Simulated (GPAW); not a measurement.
TiO2, 3 atoms in the cell. The typed cell holds 3 atoms: a = 7.192 Å, b = 7.192 Å, c = 7.192 Å, α = 24.03°, β = 24.03°, γ = 24.03°. The cell comes from a database or a generator and needn't be the stable form of this composition. The cell isn't the ideal one: atoms moved at random, drawn with an rms of 0.05 Å.

```yaml
Program: GPAW 26.7.0
Task: single point
Functional: PBE
Potentials_or_basis: GPAW PAW data sets (gpaw-data 1.2.1)
Cutoff: 800 eV
Basis: pw
k_mesh: 10 × 10 × 10
Occupations: fermi-dirac, width 0.05 eV
Spin: no spin polarisation
Ranks: 4
Maxiter: 150
```

Potentials or basis: GPAW PAW data sets (gpaw-data 1.2.1), pw.

The run is started by

```console
$ OMP_NUM_THREADS=1 mpirun -n 4 gpaw python run.py
```

Hardware: 4 MPI ranks on Arm Neoverse V2, on a shared host.

Problem. Estimate the wall time of this run.

Solution. Wall time 11 min on 4 MPI ranks on Arm Neoverse V2, on a shared host, peak memory 0.53 GiB a rank. Counts: scf iterations 12, plane waves 2808, bands 24, k points 504.
